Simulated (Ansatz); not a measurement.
## Strain response of AlRu

Computed with Ansatz 0.2.0, DFT PBEsol, scalar-relativistic, plane waves, PAW. (420 eV cutoff, 18×18×18 k-mesh, Gaussian smearing of 0.10 eV, no spin polarisation)

The relaxed crystal:

```yaml
crystal:
  lattice:
    - [2.97631, 0.00000, 0.00000]
    - [0.00000, 2.97631, 0.00000]
    - [0.00000, 0.00000, 2.97631]
  atoms:
    - { symbol: Al, position: [0.00000, 0.00000, 0.00000] }
    - { symbol: Ru, position: [0.50000, 0.50000, 0.50000] }
```

Deformation: all cell vectors scaled alike, the atoms relaxed, all within the symmetry that the strain leaves. Energies are extrapolated to zero smearing.

```tsv
strain (%)	ΔE (meV/atom)	a (Å)	b (Å)	c (Å)
-4.5	190.9	2.842	2.842	2.842
-3.0	80.2	2.887	2.887	2.887
-1.5	18.8	2.932	2.932	2.932
+0.0	0.0	2.976	2.976	2.976
+1.5	17.8	3.021	3.021	3.021
+3.0	67.0	3.066	3.066	3.066
+4.5	142.9	3.110	3.110	3.110
```

Q: What stiffness (1/V) d²E/dε² at zero strain does a cubic fit over all points give?

A: A cubic fit gives (1/V) d²E/dε² = 2005 GPa at zero strain (nine times the bulk modulus at fixed shape).